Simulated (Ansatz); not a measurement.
# PbS (Cmcm): equation of state with a fit from a Python script

Where is the equilibrium volume of PbS (Cmcm), and how stiff is it? Aim: an equation of state with a fit, for PbS (Cmcm), run from a script.

All numbers are computed with Ansatz 0.2.0 through its Python package. Level of theory: DFT PBEsol, plane waves, PAW.

**1. The system**

The structure is orthorhombic, space group Cmcm (No. 63). Conventional cell: a = 4.160 Å, b = 11.983 Å, c = 4.279 Å, α = 90.00°, β = 90.00°, γ = 90.00°. Pb (site symmetry m2m) has 5 S at 2.69 to 2.99 Å as nearest neighbours. Around S (site symmetry m2m) lie 5 Pb at 2.69 to 2.99 Å.

No structure file is read: the coordinates are typed or built in the script.

**2. The code**

run_eos.py

```python
import ansatz as az
import numpy as np
from pymatgen.analysis.eos import EOS

XC = 'PBEsol'
OCCUPATIONS = 'Fixed'
ECUT = 500
MESH = (5, 5, 5)

VECTORS = np.array([
    [2.07995269, -5.99129686, 0.0],
    [2.07995269, 5.99129686, 0.0],
    [0.0, 0.0, 4.27932094],
])
SITES = [
    ('Pb', (0.86943665, 0.13056335, 0.75)),
    ('Pb', (0.13056335, 0.86943665, 0.25)),
    ('S', (0.64520291, 0.35479709, 0.75)),
    ('S', (0.35479709, 0.64520291, 0.25)),
]


def on_lattice(cell):
    crystal = az.Crystal(lattice=az.Lattice.of(cell))
    for symbol, position in SITES:
        crystal = crystal.atom(symbol, position)
    return crystal


def main() -> None:
    volumes, energies, pressures = [], [], []
    for scale in np.linspace(0.95, 1.07, 5):
        cell = VECTORS * scale ** (1 / 3)
        calc = (
            on_lattice(cell).calculation()
            .functional(XC)
            .occupations(OCCUPATIONS)
            .basis(ECUT)
            .kpoints(*MESH)
            .stress()
        )
        report = calc.run().report
        volumes.append(abs(np.linalg.det(cell)) / len(SITES))
        energies.append(report['free_energy_ev'] / len(SITES))
        pressures.append(np.trace(report['stress_gpa']) / 3)
        print(f'V = {volumes[-1]:8.4f} A^3/atom  F = {energies[-1]:.5f} eV/atom  P = {pressures[-1]:8.3f} GPa')

    for form in ['murnaghan', 'birch_murnaghan']:
        fit = EOS(eos_name=form).fit(volumes, energies)
        print(f'{form:18s} V0 {fit.v0:8.4f} A^3/atom  B0 {fit.b0_GPa:7.1f} GPa  B1 {fit.b1:5.2f}')


if __name__ == '__main__':
    main()
```

**3. The calls as engine input**

The package turns the script's settings into the engine's input (first run):

```yaml
crystal:
  lattice:
    - [2.0446924428017867, -5.889729834299297, 0.0]
    - [2.0446924428017867, 5.889729834299297, 0.0]
    - [0.0, 0.0, 4.206776061979294]
  atoms:
    - { symbol: Pb, position: [0.86943665, 0.13056335, 0.75] }
    - { symbol: Pb, position: [0.13056335, 0.86943665, 0.25] }
    - { symbol: S, position: [0.64520291, 0.35479709, 0.75] }
    - { symbol: S, position: [0.35479709, 0.64520291, 0.25] }
basis:
  ecutwfc: 500.0
kpoints:
  mp_grid:
    grid: [5, 5, 5]
hamiltonian:
  xc: pbesol
scf:
  occupations:
    method: fixed
output:
  stress: true
```

**4. Launch**

Started as:

```
python run_eos.py
```

The log of the run:

```text
V =  25.3304 A^3/atom  F = -6320.42405 eV/atom  P =    1.010 GPa
V =  26.1304 A^3/atom  F = -6320.42445 eV/atom  P =   -0.800 GPa
V =  26.9303 A^3/atom  F = -6320.41652 eV/atom  P =   -2.332 GPa
V =  27.7302 A^3/atom  F = -6320.40155 eV/atom  P =   -3.629 GPa
V =  28.5301 A^3/atom  F = -6320.38062 eV/atom  P =   -4.725 GPa
murnaghan          V0  25.7601 A^3/atom  B0    58.0 GPa  B1  4.61
birch_murnaghan    V0  25.7602 A^3/atom  B0    57.9 GPa  B1  4.40
```

It took 21 s on 1 thread of Arm Neoverse V2, shared host; peak memory 0.55 GiB.

**5. Inputs of later runs**

The engine's inputs for some of the other runs:

Run 2, against run 1:

```diff
@@ -3,3 +3,3 @@
-    - [2.0446924428017867, -5.889729834299297, 0.0]
-    - [2.0446924428017867, 5.889729834299297, 0.0]
-    - [0.0, 0.0, 4.206776061979294]
+    - [2.0659928553552245, -5.951085602371173, 0.0]
+    - [2.0659928553552245, 5.951085602371173, 0.0]
+    - [0.0, 0.0, 4.250599799850257]
```

Run 3, against run 1:

```diff
@@ -3,3 +3,3 @@
-    - [2.0446924428017867, -5.889729834299297, 0.0]
-    - [2.0446924428017867, 5.889729834299297, 0.0]
-    - [0.0, 0.0, 4.206776061979294]
+    - [2.086862882590311, -6.011201646953749, 0.0]
+    - [2.086862882590311, 6.011201646953749, 0.0]
+    - [0.0, 0.0, 4.293538057530279]
```

Run 5, against run 1:

```diff
@@ -3,3 +3,3 @@
-    - [2.0446924428017867, -5.889729834299297, 0.0]
-    - [2.0446924428017867, 5.889729834299297, 0.0]
-    - [0.0, 0.0, 4.206776061979294]
+    - [2.1273945841813657, -6.127953079637991, 0.0]
+    - [2.1273945841813657, 6.127953079637991, 0.0]
+    - [0.0, 0.0, 4.376928492411965]
```

Lines on the test bed's own set-up are left out of the output.

**6. The engine's runs**

The 5 runs, in the order started:

```csv
run,volume (Å³/atom),energy from run 2 (meV/atom),pressure (GPa),gap on the mesh (eV),SCF cycles,CPU time (s)
1,25.330,0.40,1.01,1.06,6,4
2,26.130,0.00,-0.80,1.11,6,4
3,26.930,7.93,-2.33,1.14,6,3.5
4,27.730,22.90,-3.63,1.16,6,3.6
5,28.530,43.83,-4.73,1.17,6,3.6
```

**7. Summary of results**

| quantity | value |
| --- | --- |
| runs compared | 5 |
| range of energy | 43.83 meV/atom |
| lowest point, volume (Å³/atom) | 26.130 |
| equilibrium volume (fit) | 25.76 Å³/atom |
| bulk modulus (fit) | 58 GPa |

**Reading.** A third-order Birch-Murnaghan fit through the 5 points has its minimum at 25.76 Å³ an atom, 3.4 % below the typed cell, with a bulk modulus of 58 GPa and dB/dP = 4.4. From that minimum the energy rises by 1.3 meV an atom on the compressed side and 44.8 meV on the expanded side. The window is off centre, so dB/dP is rough. What to keep in mind:
- Shape and fractional positions are held along the curve, so the bulk modulus is an upper value where they are free to relax.
- For a gap this small the mesh is coarse, and bands can meet between its points.
- Pressure is positive in compression.
- Spin-orbit coupling, which matters for elements this heavy, is left out.
- This cell is a computed structure, which may not be the phase found in nature.
